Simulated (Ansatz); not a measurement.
**SnS2: how the settings move a single-point run**

Question: which choices in the input matter for SnS2?

Computed with Ansatz 0.2.0 (reference: DFT, PBEsol, all-electron LAPW, Dirac equation with spin-orbit coupling; levels and slopes on a fine mesh, independent-particle optical spectra, unless a step's input says otherwise).

1 further run of the same task is left out (set aside as unsound or not needed).

## 1. The system as given

It takes space group P-3m1 (No. 164, trigonal). The conventional cell has a = 3.651 Å, b = 3.651 Å, c = 6.062 Å, α = 90.00°, β = 90.00°, γ = 120.00°. Sn (site symmetry -3m) has 6 S at 2.57 Å as nearest neighbours. S (site symmetry 3m) has 3 Sn at 2.57 Å as nearest neighbours.

Coordinates:

```
CELL_PARAMETERS angstrom
3.65108 0.00000 0.00000
-1.82554 3.16193 0.00000
0.00000 0.00000 6.06152
ATOMIC_POSITIONS crystal
Sn 0.00000 0.00000 0.00000
S 0.33333 0.66667 0.24316
S 0.66667 0.33333 0.75684
```

## 2. The reference run

File input.yaml:

```yaml
crystal:
  lattice:
    - [3.65108284863, 0.0, 0.0]
    - [-1.82554142432, 3.16193049823, 0.0]
    - [0.0, 0.0, 6.06152213227]
  atoms:
    - { symbol: Sn, position: [0.0, 0.0, 0.0] }
    - { symbol: S, position: [0.333333333333, 0.666666666667, 0.243157491888] }
    - { symbol: S, position: [0.666666666667, 0.333333333333, 0.756842508112] }
kpoints:
  mp_grid: { grid: [6, 6, 4] }
scf:
  occupations: { method: fixed }
hamiltonian:
  xc: pbesol
  pseudopotentials: { kind: all_electron, lapw: { basis_error: 0.001 } }
magnetization:
  noncollinear: true
  spin_orbit: true
output:
  forces: true
  stress: true
  eigenvalues: true
  eigenstates:
    nscf_kmesh: { grid: [8, 8, 6] }
    de_dk: true
    e_range: [-9, 11.43458924638]
  optics:
    e_range: [0, 30]
    de: 0.2
    sigma: 0.15
    bands: { spectra_wanted_up_to: 30 }
    nscf_kmesh: { grid: [8, 8, 6] }
checkpoint:
  write: ck
  write_wavefunctions: false
```

Launch:

```sh
$ ansatz run input.yaml --threads 2 --pin off --max-ram 6144MiB --backend cpu --events-out ev --progress --plain --runs-dir out
```

## 3. Variant: occupations.method tetrahedron, accuracy medium

Edit input.yaml of step 2 so:

```diff
@@ -12,3 +12,3 @@
 scf:
-  occupations: { method: fixed }
+  occupations: { method: tetrahedron }
 hamiltonian:
@@ -36 +36,2 @@
   write_wavefunctions: false
+accuracy: medium
```

Q: Predict the outcome of this session. Wanted: for each run, ending; energy change; pressure; gap; force.

The runs gave:

| run | ending | energy change | pressure (GPa) | gap (eV) | force (eV/Å) | cycles | time |
| --- | --- | --- | --- | --- | --- | --- | --- |
| reference | converged | 0 | 0.0 | 1.48 | 0.01 | - | 2.3 min |
| 1: occupations.method tetrahedron, accuracy medium | converged | 0.0 meV/atom (σ→0) | 0.0 | 1.48 | 0.01 | 13 | 2.4 min |

Residual by cycle in the longest SCF loop of each run; runs are numbered as in the table. The quantity is the density residual dr2, in eV.

```
cycle  reference    run 1
    1       1.26     1.26
    2      0.429    0.422
    3     0.0437   0.0426
    4    0.00153  0.00154
    5     9.3e-5   8.3e-5
    6     1.4e-5   1.3e-5
    8     7.3e-8   7.2e-8
    9     1.0e-8   8.7e-9
   10    9.9e-10  9.5e-10
   11    1.9e-10  1.7e-10
   12    1.2e-11  1.1e-11
   13    4.7e-13  3.9e-13
```

**Reading.** The changed input (smearing and accuracy level) leaves the energy the same to the digits printed.

These are semilocal Kohn-Sham gaps, which aren't the measured quantity. Such gaps usually fall short of the measured ones.
